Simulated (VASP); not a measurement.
# TiN in VASP: work function with PBEsol

Aim: the work function of TiN with PBEsol.

Program: VASP 6.6.1. These are calculated values, not measurements. Logs are shortened: lines on timing, memory, paths and dates and some standing lists are left out, and cuts for length are marked.

### 1 The slab as given

The cell holds a slab with vacuum, 4 atoms: a = 2.997 Å, b = 2.997 Å, c = 18.119 Å, α = 90.00°, β = 90.00°, γ = 90.00°.

### 2 Work function, PBEsol, collinear spin, ferromagnetic start

Input file INCAR:

```
SYSTEM = TiN
ALGO = Normal
DIPOL = 0.5 0.5 0.500
EDIFF = 1E-6
ENCUT = 520
GGA = PS
IDIPOL = 3
ISIF = 2
ISMEAR = 1
ISPIN = 2
KPAR = 8
LASPH = .True.
LCHARG = .True.
LDIPOL = .True.
LMAXMIX = 4
LORBIT = 11
LREAL = .False.
LVACPOTAV = .True.
LVHAR = .True.
LWAVE = .False.
MAGMOM = 1 1 0 0
NELM = 120
PREC = Accurate
SIGMA = 0.1
```

Input file KPOINTS:

```
k-points
0
Gamma
  10 10 1
  0 0 0
```

Input file POSCAR:

```
TiN                                     
1.0
    2.9967185390      0.0000000000      0.0000000000
    0.0000000000      2.9967185390      0.0000000000
    0.0000000000      0.0000000000     18.1190000000
  Ti              N             
     2     2
Direct
     0.5000000000000000    0.5000000000000000    0.4475972997883307
     0.0000000000000000    0.0000000000000000    0.5524027002116693
     1.0000000000000000    0.0000000000000000    0.4409197181451719
     0.5000000000000000    0.5000000000000000    0.5590802818548281
```

Potentials or basis: VASP PAW PBE potentials, release 64 (Ti_sv, N).

On the command line:

```console
$ cat potpaw_PBE.64/Ti_sv/POTCAR potpaw_PBE.64/N/POTCAR > POTCAR
$ mpirun -np 8 vasp_std > vasp.out
```

OUTCAR:

```text
SYSTEM = TiN
   EDIFF = 1E-6
   ENCUT = 520
   GGA = PS
   ISIF = 2
   ISMEAR = 1
   ISPIN = 2
   LASPH = .True.
   LORBIT = 11
   LREAL = .False.
   NELM = 120
   PREC = Accurate

 ion  position               nearest neighbor table
   1  0.500  0.500  0.448-   4 2.02   3 2.12   3 2.12   3 2.12   3 2.12   2 2.85   2 2.85   2 2.85
                             2 2.85
   2  0.000  0.000  0.552-   3 2.02   4 2.12   4 2.12   4 2.12   4 2.12   1 2.85   1 2.85   1 2.85
                             1 2.85
   3  0.000  0.000  0.441-   2 2.02   1 2.12   1 2.12   1 2.12   1 2.12
   4  0.500  0.500  0.559-   1 2.02   2 2.12   2 2.12   2 2.12   2 2.12

  LATTYP: Found a simple tetragonal cell.
 ALAT       =     2.9967185390
 C/A-ratio  =     6.0462802109

  Lattice vectors:

 A1 = (   2.9967185390,   0.0000000000,   0.0000000000)
 A2 = (   0.0000000000,   2.9967185390,   0.0000000000)
 A3 = (   0.0000000000,   0.0000000000,  18.1190000000)

Analysis of symmetry for initial positions (statically):
=====================================================================
 Subroutine PRICEL returns:
 Original cell was already a primitive cell.

 Routine SETGRP: Setting up the symmetry group for a
 simple tetragonal supercell.

 Subroutine GETGRP returns: Found 16 space group operations
 (whereof  8 operations were pure point group operations)
 out of a pool of 16 trial point group operations.

The static configuration has the point symmetry C_4v.
 The point group associated with its full space group is D_4h.

Analysis of symmetry for dynamics (positions and initial velocities):
=====================================================================
 Subroutine PRICEL returns:
 Original cell was already a primitive cell.

 Routine SETGRP: Setting up the symmetry group for a
 simple tetragonal supercell.

 Subroutine GETGRP returns: Found 16 space group operations
 (whereof  8 operations were pure point group operations)
 out of a pool of 16 trial point group operations.

The dynamic configuration has the point symmetry C_4v.
 The point group associated with its full space group is D_4h.

Analysis of structural, dynamic, and magnetic symmetry:
=====================================================================
 Subroutine PRICEL returns:
 Original cell was already a primitive cell.

 Routine SETGRP: Setting up the symmetry group for a
 simple tetragonal supercell.

 Subroutine GETGRP returns: Found 16 space group operations
[... 134 lines left out ...]
   LRPA    =     F    only Hartree local field effects (RPA)
 spin polarized calculation
 Methfessel and Paxton  Order N= 1 SIGMA  =   0.10
  energy-cutoff  :      520.00
  volume of cell :      162.71
 maximum number of plane-waves:      4410
 NGX is ok and might be reduce to    24
   NGX = 11   NGY = 11   NGZ = 67

 number of electron      33.9999994 magnetization       0.0009764

 dipolmoment           0.000000      0.000000     -0.000000 electrons x Angstroem

 Free energy of the ion-electron system (eV)
  ---------------------------------------------------
  ext. energy  EPLUGINS =         0.00000000
  ---------------------------------------------------
  free energy    TOTEN  =       -39.73533414 eV

  energy without entropy =      -39.73439174  energy(sigma->0) =      -39.73502001

 E-fermi :   0.6608     XC(G=0):  -3.9882

 val. band max:        0.6392042836   @ k =   0.5000   0.2000   0.0000
 cond. band min:       0.7074225063   @ k =   0.3000   0.1000   0.0000
 fundamental gap:      0.0682182227
 Fermi energy:         0.6608101418

 spin component 1

 k-point     1 :       0.0000    0.0000    0.0000
  band No.  band energies     occupation
      1     -56.8084      1.00000
      2     -56.6882      1.00000
      3     -33.3945      1.00000
      4     -33.0717      1.00000
      5     -33.0717      1.00000
      6     -33.0311      1.00000
[... 514 lines left out ...]
     21       2.9654      0.00000
     22       2.9654      0.00000
 Fermi energy:         0.6608101418

 spin component 2

 k-point     1 :       0.0000    0.0000    0.0000
  band No.  band energies     occupation
      1     -56.8081      1.00000
      2     -56.6879      1.00000
      3     -33.3941      1.00000
      4     -33.0714      1.00000
      5     -33.0714      1.00000
      6     -33.0307      1.00000
[... 514 lines left out ...]
     21       2.9658      0.00000
     22       2.9658      0.00000

------------------------ aborting loop because EDIFF is reached ----------------------------------------

  FORCE on cell =-STRESS in cart. coord.  units (eV):
  Direction    XX          YY          ZZ          XY          YZ          ZX
  --------------------------------------------------------------------------------------
  -------------------------------------------------------------------------------------
  Total       -5.5670843     -5.5670843     -0.0242798      0.0000000      0.0000000      0.0000000
  in kB      -54.8166191    -54.8166191     -0.2390724      0.0000000      0.0000000      0.0000000
  external PRESSURE =     -36.6241036 kB  Pullay stress =       0.0000000 kB

 VOLUME and BASIS-vectors are now :
 -----------------------------------------------------------------------------
  energy-cutoff  :      520.00
  volume of cell :      162.71
      direct lattice vectors                 reciprocal lattice vectors
     2.996718539  0.000000000  0.000000000     0.333698339  0.000000000  0.000000000
     0.000000000  2.996718539  0.000000000     0.000000000  0.333698339  0.000000000
     0.000000000  0.000000000 18.119000000     0.000000000  0.000000000  0.055190684

 POSITION                                       TOTAL-FORCE (eV/Angst)
 -----------------------------------------------------------------------------------
      1.49836      1.49836      8.11002         0.000000      0.000000      0.009694
      0.00000      0.00000     10.00898         0.000000      0.000000     -0.009694
      0.00000      0.00000      7.98902         0.000000     -0.000000     -0.014606
      1.49836      1.49836     10.12998         0.000000      0.000000      0.014606
 -----------------------------------------------------------------------------------
    total drift:                                0.000000     -0.000000      0.000000

  FREE ENERGIE OF THE ION-ELECTRON SYSTEM (eV)
  ---------------------------------------------------
  free  energy   TOTEN  =       -39.7353341435 eV

  energy  without entropy=      -39.7343917419  energy(sigma->0) =      -39.73502001

 vacuum level on the upper side and lower side of the slab         3.238         3.238

 total charge

# of ion       s       p       d       tot
------------------------------------------
    1        2.186   6.203   1.997  10.385
    2        2.186   6.203   1.997  10.385
    3        1.245   2.444   0.000   3.689
    4        1.245   2.444   0.000   3.689
--------------------------------------------------
tot          6.861  17.293   3.994  28.148

 magnetization (x)

# of ion       s       p       d       tot
------------------------------------------
    1        0.000   0.000   0.000   0.000
    2        0.000   0.000   0.000   0.000
    3       -0.000  -0.000   0.000  -0.000
    4       -0.000  -0.000   0.000  -0.000
--------------------------------------------------
tot          0.000  -0.000   0.001   0.000
```

Run time: 69 s. Hardware: 8 MPI ranks of AMD EPYC 7R13 (Zen 3), shared host; peak memory 0.37 GiB.

Results:

| Property | Result |
| --- | --- |
| Free energy | -39.7353 eV |
| Largest force | 0.015 eV/Å |
| Band gap on the k mesh | none (metal or under the smearing width) |
| Net moment | 0.00 μB per cell |
| Valence electrons inside the program's atomic spheres | Ti 10.38; N 3.69 |
| Work function of the upper face | 2.58 eV |
| Work function of the lower face | 2.58 eV |

Forces on the atoms (eV/Å):
```
Ti   0.000  0.000  0.010
Ti   0.000  0.000 -0.010
N    0.000  0.000 -0.015
N    0.000  0.000  0.015
```

Caveat: the PAW data sets were made with another functional, which shifts forces and pressure a little.
